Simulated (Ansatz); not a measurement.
Runs of Ansatz 0.2.0 on BaTe. Symmetry: Fm-3m, No. 225, cubic system. The conventional cell has a = 6.820 Å, b = 6.820 Å, c = 6.820 Å, α = 90.00°, β = 90.00°, γ = 90.00°. Ba (site symmetry m-3m) is surrounded by 6 Te at 3.41 Å. Te (site symmetry m-3m) is surrounded by 6 Ba at 3.41 Å. 

```tsv
task	level	cutoff (eV)	points for each segment of the path	gap on the mesh (eV)	pressure (GPa)	V0 of scaled cells (Å³/atom)	B0 (GPa)
band structure	PBEsol	420	14	1.39	(c)	-	-
band structure	LDA	420	14	1.36	0.7	-	-
equation of state	PBEsol	420	-	-	-	41.81	(b)
band structure	r2SCAN	500	14	(a)	4.0	-	-
equation of state	LDA	420	-	-	-	40.46	35
```

Alike in all rows: potentials or basis Ansatz PAW; no spin polarisation; cell as given; k mesh 7 × 7 × 7; smearing fermi-dirac 0.05 eV.

Question: Estimate the missing entries.

Answer: (a) 1.83; (b) 32; (c) 1.9.

Caveats: the k mesh misses the band edges, so the gap on the mesh is wider than the one along the path (some runs); spin-orbit coupling is left out, which moves the levels of the heavy elements (some runs); the PAW data sets come from PBE, with cores solved anew for the run's functional, which leaves a small shift of forces and pressure (some runs).

A k mesh can miss the band edges, and the runs leave out spin-orbit coupling on Ba, Te.

Runs at the PBE level aren't shown here.
